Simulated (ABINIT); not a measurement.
# InSe (P6_3/mmc) in ABINIT: further runs

One crystal, InSe, is run at these levels: LDA, PBE; tasks: single point.

Everything below comes from runs of ABINIT 10.8.3 (patched build). Logs are shortened: lines on timing, memory, paths and dates and some standing lists are left out, and cuts for length are marked. The log counts tension as positive stress, the text compression.

**1. Starting point**

The structure is hexagonal, space group P6_3/mmc (No. 194). The conventional cell has a = 4.050 Å, b = 4.050 Å, c = 16.930 Å, α = 90.00°, β = 90.00°, γ = 120.00°. In (site symmetry 3m) is surrounded by 3 Se at 2.52 Å. Se (site symmetry 3m) has 3 In at 2.52 Å as nearest neighbours.

**2. Single point, LDA**

Contents of run.abi:

```
# Pseudopotentials
pp_dirpath "./"
pseudos "In.LDA_PW-JTH.xml, Se.LDA_PW-JTH.xml"

# Structure
acell 3*1.0
rprim
     7.6533908047     0.0000000000     0.0000000000
    -3.8266954024     6.6280308619     0.0000000000
     0.0000000000     0.0000000000    31.9930632899
ntypat 2
znucl 49 34
natom 8
typat 1 1 1 1 2 2 2 2
xred
     0.6666666667     0.3333333333     0.8430000000
     0.3333333333     0.6666666667     0.3430000000
     0.6666666667     0.3333333333     0.6570000000
     0.3333333333     0.6666666667     0.1570000000
     0.6666666667     0.3333333333     0.3980000000
     0.3333333333     0.6666666667     0.8980000000
     0.6666666667     0.3333333333     0.1020000000
     0.3333333333     0.6666666667     0.6020000000

# Plane-wave basis
ecut 462.593566 eV
pawecutdg 34.0

# k points
kptopt 1
ngkpt 6 6 2
nshiftk 1
shiftk 0.0 0.0 0.0

# Exchange and correlation
ixc 7

# Bands and occupations
nband 46
occopt 3
tsmear 0.00183747

# SCF cycle
nstep 100
tolvrs 1.0e-9

# Output
iomode 3
prtwf 0
prtden 0
prteig 0
prtebands 0
enunit 1
prtvol 2
```

Potentials or basis: JTH PAW LDA v2.0.

Command:

```console
abinit run.abi > log 2>&1
```

run.abo:

```text
.Version 10.8.3 of ABINIT
 Symmetries : space group P6_3/m m c (#194); Bravais hP (primitive hexag.)
================================================================================
 Values of the parameters that define the memory need of the present run
     intxc =       0    ionmov =       0      iscf =      17    lmnmax =      18
     lnmax =       6     mgfft =     120  mpssoang =       3    mqgrid =    8398
     natom =       8  nloc_mem =       2    nspden =       1   nspinor =       1
    nsppol =       1      nsym =      24    n1xccc =       1    ntypat =       2
    occopt =       3   xclevel =       1
       mpw =        5493          nfft =      108000          nkpt =          14
 PAW method is used; the additional fine FFT grid is defined by:
   mgfftf=       180    nfftf =    364500
================================================================================
================================================================================

--------------------------------------------------------------------------------
------------- Echo of variables that govern the present computation ------------
--------------------------------------------------------------------------------
 -outvars: echo values of preprocessed input variables --------
            acell      1.0000000000E+00  1.0000000000E+00  1.0000000000E+00 Bohr
              amu      1.14820000E+02  7.89600000E+01
             ecut      1.70000000E+01 Hartree
           enunit           1
              ixc           7
         kptrlatt        6    0    0      0    6    0      0    0    2
          kptrlen      4.59203448E+01
            natom           8
            nband          46
            ngfft          30      30     120
          ngfftdg          45      45     180
             nkpt          14
            nstep         100
             nsym          24
           ntypat           2
           occopt           3
        pawecutdg      3.40000000E+01 Hartree
           prtden           0
        prtebands           0
           prteig           0
           prtvol           2
            prtwf           0
            rprim      7.6533908047E+00  0.0000000000E+00  0.0000000000E+00
                      -3.8266954024E+00  6.6280308619E+00  0.0000000000E+00
                       0.0000000000E+00  0.0000000000E+00  3.1993063290E+01
          spgroup         194
           tolvrs      1.00000000E-09
           tsmear      1.83747000E-03 Hartree
            typat      1  1  1  1  2  2  2  2
           useylm           1
           xangst      2.0249999986E+00  1.1691342943E+00  1.4271989990E+01
                      -1.7638914899E-11  2.3382685886E+00  5.8069899961E+00
                       2.0249999986E+00  1.1691342943E+00  1.1123009992E+01
                      -1.7638914899E-11  2.3382685886E+00  2.6580099982E+00
                       2.0249999986E+00  1.1691342943E+00  6.7381399954E+00
[... 415 lines left out ...]
)     Maximum=    3.7056E+00  at reduced coord.    0.6667    0.3333    0.8444
)Next maximum=    3.7056E+00  at reduced coord.    0.6667    0.3333    0.6556
)     Minimum=   -1.4435E-02  at reduced coord.    0.6667    0.3333    0.1000
)Next minimum=   -1.4435E-02  at reduced coord.    0.6667    0.3333    0.4000
   Integrated=    7.6000E+01

--- !EnergyTerms
iteration_state     : {dtset: 1, }
comment             : Components of total free energy in Hartree
kinetic             :  7.00002005073408E+01
hartree             :  1.10324220448603E+02
xc                  : -5.52482659716073E+01
Ewald energy        : -1.71681281031427E+02
psp_core            :  1.04104852427690E+01
local_psp           : -2.93331828991208E+02
PAW spherical_terms :  5.80521249535987E+01
internal            : -2.71474344841931E+02
'-kT*entropy'       : -1.87291286128369E-04
total_energy        : -2.71474532133217E+02
total_energy_eV     : -7.38719834982395E+03
...

--- !EnergyTermsDC
iteration_state     : {dtset: 1, }
comment             : '"Double-counting" decomposition of free energy'
band_energy         : -2.36569746152499E+01
Ewald energy        : -1.71681281031427E+02
psp_core            :  1.04104852427690E+01
xc_dc               : -1.31895881955278E+02
PAW spherical_terms :  4.53493050609279E+01
internal            : -2.71474347298258E+02
'-kT*entropy'       : -1.87291286128369E-04
total_energy_dc     : -2.71474534589544E+02
total_energy_dc_eV  : -7.38719841666402E+03
...

--- !EnergyTermsWithPAWCore
iteration_state     : {dtset: 1, }
comment             : 'Components of total free energy, including PAW core contributions'
Total energy        : -3.32140711026582E+04
Total energy DC     : -3.32140711051145E+04
Total energy (eV)   : -9.03800917575908E+05
Total energy DC (eV): -9.03800917642748E+05
...

 Cartesian components of stress tensor (hartree/bohr^3)
  sigma(1 1)= -1.74072107E-04  sigma(3 2)=  0.00000000E+00
  sigma(2 2)= -1.74072107E-04  sigma(3 1)=  0.00000000E+00
  sigma(3 3)=  6.58373509E-05  sigma(2 1)=  4.70779572E-14

-Cartesian components of stress tensor (GPa)         [Pressure=  2.7686E+00 GPa]
- sigma(1 1)= -5.12137821E+00  sigma(3 2)=  0.00000000E+00
- sigma(2 2)= -5.12137821E+00  sigma(3 1)=  0.00000000E+00
- sigma(3 3)=  1.93700174E+00  sigma(2 1)=  1.38508132E-09

== END DATASET(S) ==============================================================
================================================================================

 -outvars: echo values of variables after computation  --------
            acell      1.0000000000E+00  1.0000000000E+00  1.0000000000E+00 Bohr
           etotal     -2.7147453459E+02
            fcart     -2.3748108152E-28 -2.5898511421E-28 -5.0678144618E-02
                       1.8470750785E-28  3.0976650916E-28 -5.0678144618E-02
                       4.6616656744E-28 -5.0273580993E-28  5.0678144618E-02
                      -3.7821061132E-28 -1.5234418486E-29  5.0678144618E-02
                      -2.3748108152E-28 -2.5898511421E-28  3.1944567306E-02
                       2.5507227275E-28  1.8789116129E-28  3.1944567306E-02
                       3.2543703764E-28 -9.6484650390E-29 -3.1944567306E-02
                      -3.7821061132E-28  6.3476743679E-28 -3.1944567306E-02
            rprim      7.6533908047E+00  0.0000000000E+00  0.0000000000E+00
                      -3.8266954024E+00  6.6280308619E+00  0.0000000000E+00
                       0.0000000000E+00  0.0000000000E+00  3.1993063290E+01
           strten     -1.7407210732E-04 -1.7407210721E-04  6.5837350889E-05
                       0.0000000000E+00  0.0000000000E+00  4.7077957169E-14
           xangst      2.0249999986E+00  1.1691342943E+00  1.4271989990E+01
                      -1.7638914899E-11  2.3382685886E+00  5.8069899961E+00
                       2.0249999986E+00  1.1691342943E+00  1.1123009992E+01
                      -1.7638914899E-11  2.3382685886E+00  2.6580099982E+00
                       2.0249999986E+00  1.1691342943E+00  6.7381399954E+00
                      -1.7638914899E-11  2.3382685886E+00  1.5203139990E+01
                       2.0249999986E+00  1.1691342943E+00  1.7268599988E+00
                      -1.7638914899E-11  2.3382685886E+00  1.0191859993E+01
             xred      6.6666666667E-01  3.3333333333E-01  8.4300000000E-01
                       3.3333333333E-01  6.6666666667E-01  3.4300000000E-01
                       6.6666666667E-01  3.3333333333E-01  6.5700000000E-01
                       3.3333333333E-01  6.6666666667E-01  1.5700000000E-01
                       6.6666666667E-01  3.3333333333E-01  3.9800000000E-01
                       3.3333333333E-01  6.6666666667E-01  8.9800000000E-01
                       6.6666666667E-01  3.3333333333E-01  1.0200000000E-01
                       3.3333333333E-01  6.6666666667E-01  6.0200000000E-01
 Calculation completed.
```

Run time: 2.5 min. Hardware: 1 thread of Arm Neoverse V2, shared host; peak memory 0.22 GiB.

What came out:

* Free energy: -7387.1984 eV
* Largest force: 2.606 eV/Å
* Band gap on the k mesh: none (metal or under the smearing width)
* Valence electrons inside the program's atomic spheres: In 11.26; Se 4.01

Forces on the atoms (eV/Å):
```
In   0.000  0.000 -2.606
In   0.000  0.000 -2.606
In   0.000  0.000  2.606
In   0.000  0.000  2.606
Se   0.000  0.000  1.643
Se   0.000  0.000  1.643
Se   0.000  0.000 -1.643
Se   0.000  0.000 -1.643
```

Levels at points of the mesh, in eV from the Fermi level:
```tsv
k point	band 35	band 36	band 37	band 38	band 39	band 40	band 41	band 42
(0.00, 0.00, 0.00)	-2.15	-2.15	-1.48	-0.61	-0.12	0.24	1.08	1.43
(0.50, 0.00, 0.00)	-2.96	-2.58	-1.57	-1.04	0.75	0.95	1.19	1.30
(0.00, 0.00, 0.50)	-2.17	-2.17	-1.10	-1.10	0.13	0.13	1.26	1.26
(0.50, 0.00, 0.50)	-2.72	-2.72	-1.32	-1.32	1.00	1.00	1.12	1.12
```

Caveat: the cutoff is too short for stress, so the log's stress isn't used; forces of over 1 eV/Å show positions far from the minimum, so gaps and moduli don't describe the material at rest.

**3. Single point, PBE**

Edit run.abi of step 2 so:

```diff
@@ -1,6 +1,4 @@
-# Pseudopotentials
 pp_dirpath "./"
-pseudos "In.LDA_PW-JTH.xml, Se.LDA_PW-JTH.xml"
+pseudos "In.GGA_PBE-JTH.xml, Se.GGA_PBE-JTH.xml"
 
-# Structure
 acell 3*1.0
@@ -24,7 +22,5 @@
 
-# Plane-wave basis
-ecut 462.593566 eV
-pawecutdg 34.0
+ecut 22.0
+pawecutdg 44.0
 
-# k points
 kptopt 1
@@ -34,11 +30,8 @@
 
-# Exchange and correlation
-ixc 7
+ixc 11
 
-# Bands and occupations
 nband 46
 occopt 3
-tsmear 0.00183747
+tsmear 0.05 eV
 
-# SCF cycle
 nstep 100
@@ -46,9 +39,9 @@
 
-# Output
 iomode 3
 prtwf 0
-prtden 0
 prteig 0
 prtebands 0
-enunit 1
-prtvol 2
+prtden 1
+prtvha 1
+prtvclmb 1
+prtpot 1
```

Potentials or basis: JTH PAW PBE v2.0.

Command:

```console
abinit run.abi > log 2>&1
```

Wall time 4.4 min (1 thread of Arm Neoverse V2, shared host); peak memory 0.38 GiB.

The run converged. Its results:

```yaml
Free_energy: -7362.1127 eV
Pressure: 7.6 GPa
Largest_force: 2.865 eV/Å
Band_gap_on_the_k_mesh: none (metal or under the smearing width)
Valence_electrons_inside_the_program's_atomic_spheres: In 11.24; Se 4.03
```

Forces on the atoms (eV/Å):
```
In   0.000  0.000 -2.865
In   0.000  0.000 -2.865
In   0.000  0.000  2.865
In   0.000  0.000  2.865
Se   0.000  0.000  2.015
Se   0.000  0.000  2.015
Se   0.000  0.000 -2.015
Se   0.000  0.000 -2.015
```

Stress tensor (GPa, compression positive):
```
10.51  0.00  0.00
 0.00 10.51  0.00
 0.00  0.00  1.84
```

Levels at points of the mesh, in eV from the Fermi level:
```tsv
k point	band 36	band 37	band 38	band 39	band 40	band 41
(0.00, 0.00, 0.00)	-2.18	-1.38	-0.40	-0.09	0.38	1.20
(0.50, 0.00, 0.00)	-2.60	-1.53	-1.03	0.90	1.07	1.32
(0.00, 0.00, 0.50)	-2.20	-0.97	-0.97	0.25	0.25	1.37
(0.50, 0.00, 0.50)	-2.73	-1.29	-1.29	1.14	1.14	1.23
```

Caveat: this functional lacks dispersion, which binds the layers, so the pressure and a relaxed spacing across them are unreliable; forces of over 1 eV/Å show positions far from the minimum, so gaps and moduli don't describe the material at rest.
